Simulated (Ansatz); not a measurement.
**The polar optical mode of AgCl at 40 GPa, worked through**

Computed with DFT PBEsol, scalar-relativistic, plane waves, PAW (Ansatz 0.2.0). Cutoff 420 eV, 10×10×10 k-points (Γ-centred), fixed occupations. No spin polarisation. Phonons by linear response, acoustic sum rule imposed.

The cell, relaxed at 40 GPa:
```xyz
2
Lattice="0.0000 2.4546 2.4546 2.4546 0.0000 2.4546 2.4546 2.4546 0.0000" Properties=species:S:1:pos:R:3 pbc="T T T"
Ag    2.4546    2.4546    2.4546
Cl    0.0000    0.0000    0.0000
```

Other phases may be more stable at this pressure.

Linear response gives ν_TO = 259.4 cm⁻¹, Born charges ±1.278 e (positive on Ag) and ε∞ = 7.075. The primitive cell holds 29.580 Å³, and the masses are 107.868 and 35.450 amu.

Question: Find ν_LO and the static dielectric constant.

Answer: The long-wave field adds a restoring force: ω_LO² − ω_TO² = Z*²e²/(ε_vac ε∞ μV). In these units ν_LO² − ν_TO² = 4.92064×10⁷ Z*²/(μ V ε∞) cm⁻², with μ = m₁m₂/(m₁ + m₂) = 26.681 amu: 14384 cm⁻². So ν_LO = √(259.4² + 14384) = 285.8 cm⁻¹, and the run gives 285.8. Lyddane–Sachs–Teller then gives ε0 = ε∞ (ν_LO/ν_TO)² = 8.59, against 8.59 in the run (it forms both from the same three quantities, so the match checks the arithmetic only). Between ν_TO and ν_LO the dielectric function is negative and an undamped crystal reflects fully: a reststrahlen band from 35.0 to 38.5 μm.

Question: What do the Clausius–Mossotti polarisability and the Szigeti charge come to?

Answer: With the Lorentz local field, α = (3V/4π)(ε∞ − 1)/(ε∞ + 2) = 4.73 Å³ for the pair, and e_S = 3Z*/(ε∞ + 2) = 0.42 e. The Born charge includes the electrons' response to the dipole's own local field, and e_S takes that enhancement out. The Lorentz field assumes point-like polarisable ions, a poor picture once ε∞ is this large, since the electron clouds then overlap or are shared, so both numbers are formal here.

Question: How strongly does a slow electron couple to the LO mode?

Answer: For one isotropic parabolic band, Fröhlich's constant is α_F = (1/ε∞ − 1/ε0) √(m* Ry/ħω_LO), with Ry = 13.606 eV, ħω_LO = 35.4 meV and m* in free-electron masses: α_F = 0.0249 × 19.59 × √m* = 0.49 √m*. The band mass isn't part of this run; for m* = 0.1, 0.3 and 1 it gives 0.15, 0.27, 0.49. In weak coupling the polaron lies α_F ħω_LO below the band edge (9 meV at m* = 0.3) with a mass m*(1 + α_F/6); past α_F of about 5 or 6 that expansion fails. A semilocal functional's ε∞ tends to be too large, which taken alone lowers α_F.